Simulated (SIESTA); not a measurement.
The system is C.

```
C
1.0
     2.52210    0.00000    0.00000
    -1.26105    2.18420    0.00000
     0.00000    0.00000    8.23710
C
8
Direct
  0.66667 0.33333 0.84375
  0.33333 0.66667 0.34375
  0.66667 0.33333 0.65625
  0.33333 0.66667 0.15625
  0.00000 0.00000 0.90625
  0.00000 0.00000 0.40625
  0.00000 0.00000 0.59375
  0.00000 0.00000 0.09375
```

This is a hexagonal form of diamond, not graphite.

Base run:

- Program: SIESTA 5.4.2
- Functional: PBE
- Potentials or basis: PseudoDojo 0.4 standard (PBE files)
- Basis: SZ (energy shift 0.002 Ry)
- Grid cutoff: 500 Ry
- Energy shift: 0.002 Ry
- k mesh: 12 × 12 × 4
- Occupations: fermi-dirac, width 0.05 eV
- Spin: no spin polarisation

Its results: band gap on the k mesh 6.07 eV, direct; pressure 24.3 GPa; largest force 0.410 eV/Å.

**Question.** The run is repeated on the same cell with these changes: basis from SZ (energy shift 0.002 Ry) to TZDP (energy shift 0.002 Ry). What comes out?

**Answer.** Band gap on the k mesh 4.62 eV, indirect (least direct gap 5.26 eV); pressure 5.1 GPa; largest force 0.333 eV/Å.

Caveats: the basis of atomic orbitals isn't converged, which shifts pressures, moduli and gaps; the basis has no polarisation orbitals (some runs); so large a pressure means that the cell lies far from this level's equilibrium, or that cutoff or potentials fall short (some runs).

Not every run made on this cell is shown here.
